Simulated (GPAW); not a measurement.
Crystal: CO2.

```
O C
1.0
     2.63591   -2.38738    0.00000
     2.63591    2.38738    0.00000
     0.00000    0.00000    6.58717
O C
4 2
Direct
  0.30651 0.69349 0.60816
  0.69349 0.30651 0.39184
  0.19349 0.80651 0.10816
  0.80651 0.19349 0.89184
  0.50000 0.50000 0.50000
  0.00000 0.00000 0.00000
```

The cell comes from a database or a generator and needn't be the stable form of this composition.

- Program: GPAW 26.7.0
- Task: single point
- Functional: PBE
- Potentials or basis: GPAW PAW data sets (gpaw-data 1.2.1)
- Cutoff: 800 eV
- Basis: pw
- k mesh: 8 × 8 × 4
- Occupations: fermi-dirac, width 0.05 eV
- Spin: no spin polarisation

On this cell: pressure 3.0 GPa; largest force 0.323 eV/Å; band gap on the k mesh 6.66 eV, indirect (least direct gap 7.21 eV).

The same run follows on a disturbed copy (atoms moved at random, drawn with an rms of 0.05 Å):

```
O C
1.0
     2.63591   -2.38738    0.00000
     2.63591    2.38738    0.00000
     0.00000    0.00000    6.58717
O C
4 2
Direct
  0.33198 0.70511 0.60389
  0.68408 0.30975 0.38669
  0.18928 0.80583 0.11288
  0.80321 0.18211 0.88830
  0.49159 0.49769 0.49826
  0.01359 0.00556 0.99847
```

Question: What changes?

Answer: The energy moves by +30.9 meV/atom; pressure 5.2 GPa; largest force 5.054 eV/Å; band gap on the k mesh 6.24 eV, indirect (least direct gap 6.75 eV).

Forces on the atoms (eV/Å):
```
O   -0.016  3.930  3.178
O   -0.408 -0.475 -0.277
O    0.463  0.150 -0.338
O    0.549 -0.586  0.318
C    0.421 -3.475 -2.873
C   -1.010  0.456 -0.009
```

Stress tensor (GPa, compression positive):
```
1.86 1.09 0.60
1.09 8.17 6.93
0.60 6.93 5.70
```

A k mesh can miss the band edges.
